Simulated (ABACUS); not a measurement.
# Y (Fm-3m) in ABACUS: equation of state

How stiff is Y in PBE, and what volume does it want? The cell is scaled to several volumes.

All numbers are computed with ABACUS 3.10.1; they aren't measurements. Logs are shortened: lines on timing, memory, paths and dates and some standing lists are left out, and cuts for length are marked.

## (1) The structure

Symmetry: Fm-3m, No. 225, cubic system. The conventional cell has a = 5.104 Å, b = 5.104 Å, c = 5.104 Å, α = 90.00°, β = 90.00°, γ = 90.00°. Around Y (site symmetry m-3m) lie 12 Y at 3.61 Å.

This isn't the form of Y at room conditions, which is hcp.

## (2) Equation of state, PBE, 31.25 Å³/atom (volume scaled by 0.94)

Contents of INPUT:

```
INPUT_PARAMETERS
suffix              Y
calculation         scf
basis_type          pw
pseudo_dir          ./
symmetry            1
dft_functional      pbe
ecutwfc             73
pseudo_rcut         10
nspin               1
nbands              10
ks_solver           dav
smearing_method     fd
smearing_sigma      0.00367493
scf_thr             1e-08
scf_nmax            100
mixing_type         broyden
mixing_beta         0.7
cal_force           1
cal_stress          1
kpar                4
```

Contents of STRU:

```
ATOMIC_SPECIES
Y 88.9058 Y.upf

LATTICE_CONSTANT
1.8897261246

LATTICE_VECTORS
0.0000000000 2.4998949931 2.4998949931
2.4998949931 0.0000000000 2.4998949931
2.4998949931 2.4998949931 0.0000000000

ATOMIC_POSITIONS
Direct

Y
0.0
1
0.0000000000 0.0000000000 0.0000000000 1 1 1
```

Contents of KPT:

```
K_POINTS
0
Gamma
9 9 9 0 0 0
```

Potentials or basis: PseudoDojo NC SR 0.4.1 PBE standard, plane waves.

Run with:

```
$ OMP_NUM_THREADS=1 mpirun -np 4 abacus > log
```

running log:

```text
ABACUS v3.10.1

               Atomic-orbital Based Ab-initio Computation at UStc

 ------------------------------------------------------------------------------------

 READING GENERAL INFORMATION
                           global_out_dir = OUT.Y/
                           global_in_card = INPUT
                               pseudo_dir = ./
                              orbital_dir =
                                    DSIZE = 4
                                    GSIZE = 1

 READING UNITCELL INFORMATION
                                    ntype = 1
                  lattice constant (Bohr) = 1.88973
              lattice constant (Angstrom) = 1

 READING ATOM TYPE 1
                               atom label = Y
                      L=0, number of zeta = 1
                      L=1, number of zeta = 1
                      L=2, number of zeta = 1
             number of atom for this type = 1

                        TOTAL ATOM NUMBER = 1
DIRECT COORDINATES
    atom                   x                   y                   z     mag                  vx                  vy                  vz
taud_Y1            0.0000000000        0.0000000000        0.0000000000  0.0000        0.0000000000        0.0000000000        0.0000000000

                          Volume (Bohr^3) = 210.859
                             Volume (A^3) = 31.246

 Lattice vectors: (Cartesian coordinate: in unit of a_0)
                   +0            +2.49989            +2.49989
             +2.49989                  +0            +2.49989
             +2.49989            +2.49989                  +0
 Reciprocal vectors: (Cartesian coordinate: in unit of 2 pi/a_0)
            -0.200008           +0.200008           +0.200008
            +0.200008           -0.200008           +0.200008
            +0.200008           +0.200008           -0.200008
 The esolver type has been set to : ksdft_pw

                PAO radial cut off (Bohr) = 10

 Read in pseudopotential file is Y.upf
                     pseudopotential type = NC
          exchange-correlation functional = PBE
                 nonlocal core correction = 1
                        valence electrons = 11
                                     lmax = 2
                           number of zeta = 4
[... 5 lines left out ...]
                           L of projector = 2
                           L of projector = 2
     initial pseudo atomic orbital number = 10

 SETUP THE ELECTRONS NUMBER
             electron number of element Y = 11
       total electron number of element Y = 11
            AUTOSET number of electrons:  = 11
                           occupied bands = 6
                                   NBANDS = 10
                                   NLOCAL = 9

[... 150 lines left out ...]
                                     npwx = 2229

 Make real space PAO into reciprocal space.
       max mesh points in Pseudopotential = 1001
     dq(describe PAO in reciprocal space) = 0.01
                                    max q = 1030

 number of pseudo atomic orbitals for Y is 4
WARNING: norm of atomic wavefunction # 3 of atomic type Y is 0.999549, renormalized
WARNING: norm of atomic wavefunction # 4 of atomic type Y is 0.999108, renormalized

 -------------------------------------------
 SELF-CONSISTENT
 -------------------------------------------
                                 init_chg = atomic

 PW ALGORITHM --------------- ION=   1  ELEC=   1--------------------------------
 Notice: Threshold on eigenvalues was too large.
 hsover_error=0.11 > DRHO=0.00405353
 Origin diag ethr = 0.01
 New diag ethr = 3.68503e-05

 Density error is 0.00480225157955
                          Error Threshold = 3.6850281172e-05
----------------------------------------------------------
     Energy           Rydberg                 eV
----------------------------------------------------------
 E_KohnSham     -81.5937562509       -1110.1400062353
 E_Harris       -81.9454635149       -1114.9252290535
 E_Fermi        0.7561128223         10.2874427136
----------------------------------------------------------
[... 51 lines left out ...]
 Density error is 4.53935456075e-10
                          Error Threshold = 1.00926938987e-10
----------------------------------------------------------
     Energy           Rydberg                 eV
----------------------------------------------------------
 E_KohnSham     -81.5944400562       -1110.1493098843
 E_KS(sigma->0) -81.5939383972       -1110.1424844628
 E_Harris       -81.5943306909       -1110.1478218927
 E_band         -8.2499649379        -112.2465314557
 E_one_elec     -19.7248395990       -268.3702106818
 E_Hartree      12.7695909461        173.7391979961
 E_xc           -15.9215723254       -216.6241047447
 E_Ewald        -58.7166157599       -798.8805416109
 E_entropy(-TS) -0.0010033181        -0.0136508430
 E_descf        0.0000000000         0.0000000000
 E_exx          0.0000000000         0.0000000000
 E_Fermi        0.7491168023         10.1922569792
----------------------------------------------------------

 charge density convergence is achieved
 final etot is -1110.1493099 eV
 EFERMI = 10.192256979 eV

 STATE ENERGY(eV) AND OCCUPATIONS    NSPIN == 1
 1/9 kpoint (Cartesian) = 0.0000 0.0000 0.0000 (2229 pws)
       1       -32.4038     0.00274348
       2       -12.0805     0.00274348
       3       -12.0805     0.00274348
       4       -12.0805     0.00274348
       5        5.38583     0.00274348
       6        11.9911    6.51713e-19
       7        11.9911    6.51713e-19
       8        11.9911    6.51713e-19
       9        14.1014    3.04522e-37
      10        14.1014    3.04522e-37
[... 49 lines left out ...]
 6/9 kpoint (Cartesian) = 0.0000 0.0000 0.044446 (2197 pws)
       1       -32.3917      0.0164609
       2       -12.1587      0.0164609
       3       -12.1079      0.0164609
       4       -12.1079      0.0164609
       5        5.80483      0.0164609
       6        11.4918    8.48149e-14
       7        12.2350    2.97207e-20
       8        12.2350    2.97207e-20
       9        13.4918    3.60624e-31
      10        14.2518    9.02380e-38

[... levels at 3 further k points ...]

------------------------------------------------------------------------------------------
 TOTAL-FORCE (eV/Angstrom)
------------------------------------------------------------------------------------------
                        Y1         0.0000000000         0.0000000000         0.0000000000
------------------------------------------------------------------------------------------

----------------------------------------------------------------
 TOTAL-STRESS (KBAR)
----------------------------------------------------------------
        16.7909843841        -0.0000000000         0.0000000000
         0.0000000000        16.7909843841        -0.0000000000
         0.0000000000        -0.0000000000        16.7909843841
----------------------------------------------------------------
 TOTAL-PRESSURE: 16.790984 KBAR

 --------------------------------------------
 !FINAL_ETOT_IS -1110.1493098842681775 eV
 --------------------------------------------
```

It took 3.9 s on 4 MPI ranks of Intel Xeon Platinum 8488C (Sapphire Rapids), shared host; peak memory 0.28 GiB.

What came out:

```
Free energy            : -1110.1493 eV
Pressure               : 1.7 GPa
Band gap on the k mesh : none (metal or under the smearing width)
```

## (3) Equation of state, PBE, 31.91 Å³/atom (volume scaled by 0.96)

INPUT is that of step 2.

Contents of STRU:

```
ATOMIC_SPECIES
Y 88.9058 Y.upf

LATTICE_CONSTANT
1.8897261246

LATTICE_VECTORS
0.0000000000 2.5175004675 2.5175004675
2.5175004675 0.0000000000 2.5175004675
2.5175004675 2.5175004675 0.0000000000

ATOMIC_POSITIONS
Direct

Y
0.0
1
0.0000000000 0.0000000000 0.0000000000 1 1 1
```

KPT is that of step 2.

Potentials or basis: PseudoDojo NC SR 0.4.1 PBE standard, plane waves.

Run with:

```
$ OMP_NUM_THREADS=1 mpirun -np 4 abacus > log
```

It took 3.8 s on 4 MPI ranks of Intel Xeon Platinum 8488C (Sapphire Rapids), shared host; peak memory 0.28 GiB.

It converged, with:

| Property | Result |
| --- | --- |
| Free energy | -1110.1544 eV |
| Pressure | 0.8 GPa |
| Band gap on the k mesh | none (metal or under the smearing width) |

## (4) Equation of state, PBE, 32.58 Å³/atom (volume scaled by 0.98)

INPUT is that of step 3.

Contents of STRU:

```
ATOMIC_SPECIES
Y 88.9058 Y.upf

LATTICE_CONSTANT
1.8897261246

LATTICE_VECTORS
0.0000000000 2.5348630883 2.5348630883
2.5348630883 0.0000000000 2.5348630883
2.5348630883 2.5348630883 0.0000000000

ATOMIC_POSITIONS
Direct

Y
0.0
1
0.0000000000 0.0000000000 0.0000000000 1 1 1
```

KPT is that of step 3.

Run with:

```
$ OMP_NUM_THREADS=1 mpirun -np 4 abacus > log
```

Wall time 3.4 s (4 MPI ranks of Intel Xeon Platinum 8488C (Sapphire Rapids), shared host); peak memory 0.28 GiB.

The run converged. Its results:

| Quantity | Value |
| --- | --- |
| Free energy | -1110.1560 eV |
| Pressure | -0.1 GPa |
| Band gap on the k mesh | none (metal or under the smearing width) |

## (5) Equation of state, PBE, 33.24 Å³/atom

INPUT is that of step 4.

Contents of STRU:

```
ATOMIC_SPECIES
Y 88.9058 Y.upf

LATTICE_CONSTANT
1.8897261246

LATTICE_VECTORS
0.0000000000 2.5519910612 2.5519910612
2.5519910612 0.0000000000 2.5519910612
2.5519910612 2.5519910612 0.0000000000

ATOMIC_POSITIONS
Direct

Y
0.0
1
0.0000000000 0.0000000000 0.0000000000 1 1 1
```

KPT is that of step 4.

Run with:

```
$ OMP_NUM_THREADS=1 mpirun -np 4 abacus > log
```

Run time: 3.7 s. Hardware: 4 MPI ranks of Intel Xeon Platinum 8488C (Sapphire Rapids), shared host; peak memory 0.28 GiB.

Results (log left out):

- Free energy: -1110.1542 eV
- Pressure: -0.8 GPa
- Band gap on the k mesh: none (metal or under the smearing width)

## (6) Equation of state, PBE, 33.91 Å³/atom (volume scaled by 1.02)

INPUT is that of step 5.

Contents of STRU:

```
ATOMIC_SPECIES
Y 88.9058 Y.upf

LATTICE_CONSTANT
1.8897261246

LATTICE_VECTORS
0.0000000000 2.5688921568 2.5688921568
2.5688921568 0.0000000000 2.5688921568
2.5688921568 2.5688921568 0.0000000000

ATOMIC_POSITIONS
Direct

Y
0.0
1
0.0000000000 0.0000000000 0.0000000000 1 1 1
```

KPT is that of step 5.

Potentials or basis: PseudoDojo NC SR 0.4.1 PBE standard, plane waves.

Run with:

```
$ OMP_NUM_THREADS=1 mpirun -np 4 abacus > log
```

It took 3.7 s on 4 MPI ranks of Intel Xeon Platinum 8488C (Sapphire Rapids), shared host; peak memory 0.28 GiB.

The run converged. Its results:

- Free energy: -1110.1494 eV
- Pressure: -1.5 GPa
- Band gap on the k mesh: none (metal or under the smearing width)

## (7) Equation of state, PBE, 34.57 Å³/atom (volume scaled by 1.04)

INPUT is that of step 6.

Contents of STRU:

```
ATOMIC_SPECIES
Y 88.9058 Y.upf

LATTICE_CONSTANT
1.8897261246

LATTICE_VECTORS
0.0000000000 2.5855737421 2.5855737421
2.5855737421 0.0000000000 2.5855737421
2.5855737421 2.5855737421 0.0000000000

ATOMIC_POSITIONS
Direct

Y
0.0
1
0.0000000000 0.0000000000 0.0000000000 1 1 1
```

KPT is that of step 6.

Potentials or basis: PseudoDojo NC SR 0.4.1 PBE standard, plane waves.

Run with:

```
$ OMP_NUM_THREADS=1 mpirun -np 4 abacus > log
```

running log:

```text
ABACUS v3.10.1

               Atomic-orbital Based Ab-initio Computation at UStc

 ------------------------------------------------------------------------------------

 READING GENERAL INFORMATION
                           global_out_dir = OUT.Y/
                           global_in_card = INPUT
                               pseudo_dir = ./
                              orbital_dir =
                                    DSIZE = 4
                                    GSIZE = 1

 READING UNITCELL INFORMATION
                                    ntype = 1
                  lattice constant (Bohr) = 1.88973
              lattice constant (Angstrom) = 1

 READING ATOM TYPE 1
                               atom label = Y
                      L=0, number of zeta = 1
                      L=1, number of zeta = 1
                      L=2, number of zeta = 1
             number of atom for this type = 1

                        TOTAL ATOM NUMBER = 1
DIRECT COORDINATES
    atom                   x                   y                   z     mag                  vx                  vy                  vz
taud_Y1            0.0000000000        0.0000000000        0.0000000000  0.0000        0.0000000000        0.0000000000        0.0000000000

                          Volume (Bohr^3) = 233.291
                             Volume (A^3) = 34.5701

 Lattice vectors: (Cartesian coordinate: in unit of a_0)
                   +0            +2.58557            +2.58557
             +2.58557                  +0            +2.58557
             +2.58557            +2.58557                  +0
 Reciprocal vectors: (Cartesian coordinate: in unit of 2 pi/a_0)
            -0.193381           +0.193381           +0.193381
            +0.193381           -0.193381           +0.193381
            +0.193381           +0.193381           -0.193381
 The esolver type has been set to : ksdft_pw

                PAO radial cut off (Bohr) = 10

 Read in pseudopotential file is Y.upf
                     pseudopotential type = NC
          exchange-correlation functional = PBE
[... 188 lines left out ...]
 Notice: Threshold on eigenvalues was too large.
 hsover_error=0.11 > DRHO=0.00527294
 Origin diag ethr = 0.01
 New diag ethr = 4.79358e-05

 Density error is 0.00586996347763
                          Error Threshold = 4.79357856685e-05
----------------------------------------------------------
     Energy           Rydberg                 eV
----------------------------------------------------------
 E_KohnSham     -81.5931195339       -1110.1313432567
 E_Harris       -81.9937748574       -1115.5825385902
 E_Fermi        0.6720097999         9.1431623907
----------------------------------------------------------
[... 51 lines left out ...]
 Density error is 7.33618153395e-10
                          Error Threshold = 1.89719247735e-10
----------------------------------------------------------
     Energy           Rydberg                 eV
----------------------------------------------------------
 E_KohnSham     -81.5938865212       -1110.1417786532
 E_KS(sigma->0) -81.5933736775       -1110.1348010573
 E_Harris       -81.5937466244       -1110.1398752603
 E_band         -9.3282301291        -126.9170820112
 E_one_elec     -22.5770053267       -307.1759162192
 E_Hartree      13.6142444055        185.2312978794
 E_xc           -15.8591900910       -215.7753509031
 E_Ewald        -56.7709098216       -772.4078542184
 E_entropy(-TS) -0.0010256873        -0.0139551920
 E_descf        0.0000000000         0.0000000000
 E_exx          0.0000000000         0.0000000000
 E_Fermi        0.6637276194         9.0304775439
----------------------------------------------------------

 charge density convergence is achieved
 final etot is -1110.1417787 eV
 EFERMI = 9.0304775439 eV

 STATE ENERGY(eV) AND OCCUPATIONS    NSPIN == 1
 1/9 kpoint (Cartesian) = 0.0000 0.0000 0.0000 (2445 pws)
       1       -33.8218     0.00274348
       2       -13.5660     0.00274348
       3       -13.5660     0.00274348
       4       -13.5660     0.00274348
       5        4.37694     0.00274348
       6        10.7222    5.55106e-18
       7        10.7222    5.55106e-18
       8        10.7222    5.55106e-18
       9        12.5836    3.76628e-34
      10        12.5836    3.76628e-34
[... 49 lines left out ...]
 6/9 kpoint (Cartesian) = 0.0000 0.0000 0.042973 (2485 pws)
       1       -33.8140      0.0164609
       2       -13.6208      0.0164609
       3       -13.5857      0.0164609
       4       -13.5857      0.0164609
       5        4.75350      0.0164609
       6        10.2863    2.03490e-13
       7        10.9354    4.68636e-19
       8        10.9354    4.68636e-19
       9        12.0634    7.46355e-29
      10        12.7167    1.57882e-34

[... levels at 3 further k points ...]

------------------------------------------------------------------------------------------
 TOTAL-FORCE (eV/Angstrom)
------------------------------------------------------------------------------------------
                        Y1         0.0000000000         0.0000000000         0.0000000000
------------------------------------------------------------------------------------------

----------------------------------------------------------------
 TOTAL-STRESS (KBAR)
----------------------------------------------------------------
       -21.6186751296        -0.0000000000        -0.0000000000
        -0.0000000000       -21.6186751296         0.0000000000
        -0.0000000000         0.0000000000       -21.6186751296
----------------------------------------------------------------
 TOTAL-PRESSURE: -21.618675 KBAR

 --------------------------------------------
 !FINAL_ETOT_IS -1110.1417786532463197 eV
 --------------------------------------------
```

stdout:

```text
ABACUS v3.10.1

               Atomic-orbital Based Ab-initio Computation at UStc

%%%%%%%%%%%%%%%%%%%%%%%%%%%%%%%%%%%%%%%%%%%%%%%%%%%%%%%%%%%%%%%%%%%%%%%%%%%%%%%%%%%%%%%%%%%%%%%%%%%%%%%%%
 Warning: the number of valence electrons in pseudopotential > 3 for Y: [Kr] 4d1 5s2
[... 31 lines left out ...]
 TOTAL-STRESS (KBAR)
----------------------------------------------------------------
       -21.6186751296        -0.0000000000        -0.0000000000
        -0.0000000000       -21.6186751296         0.0000000000
        -0.0000000000         0.0000000000       -21.6186751296
----------------------------------------------------------------
 TOTAL-PRESSURE: -21.618675 KBAR
```

It took 3.6 s on 4 MPI ranks of Intel Xeon Platinum 8488C (Sapphire Rapids), shared host; peak memory 0.28 GiB.

Results:

- Free energy: -1110.1418 eV
- Pressure: -2.2 GPa
- Band gap on the k mesh: none (metal or under the smearing width)

## (8) Equation of state, PBE, 35.23 Å³/atom (volume scaled by 1.06)

INPUT is that of step 7.

Contents of STRU:

```
ATOMIC_SPECIES
Y 88.9058 Y.upf

LATTICE_CONSTANT
1.8897261246

LATTICE_VECTORS
0.0000000000 2.6020428087 2.6020428087
2.6020428087 0.0000000000 2.6020428087
2.6020428087 2.6020428087 0.0000000000

ATOMIC_POSITIONS
Direct

Y
0.0
1
0.0000000000 0.0000000000 0.0000000000 1 1 1
```

KPT is that of step 7.

Run with:

```
$ OMP_NUM_THREADS=1 mpirun -np 4 abacus > log
```

Wall time 3.4 s (4 MPI ranks of Intel Xeon Platinum 8488C (Sapphire Rapids), shared host); peak memory 0.28 GiB.

It converged, with:

* Free energy: -1110.1316 eV
* Pressure: -2.8 GPa
* Band gap on the k mesh: none (metal or under the smearing width)

## (9) Equation of state, PBE

Potentials or basis: PseudoDojo NC SR 0.4.1 PBE standard, plane waves.

This step only gathers the single runs of the series.

Results:

* Equilibrium volume: 32.54 Å³/atom
* Bulk modulus: 39 GPa
* Pressure derivative of the bulk modulus: 3.0

Energy against volume, from the lowest point:
```csv
volume (Å³/atom),energy (meV/atom)
31.246,6.65
31.911,1.53
32.576,0.00
33.240,1.77
33.905,6.57
34.570,14.18
35.235,24.37
```
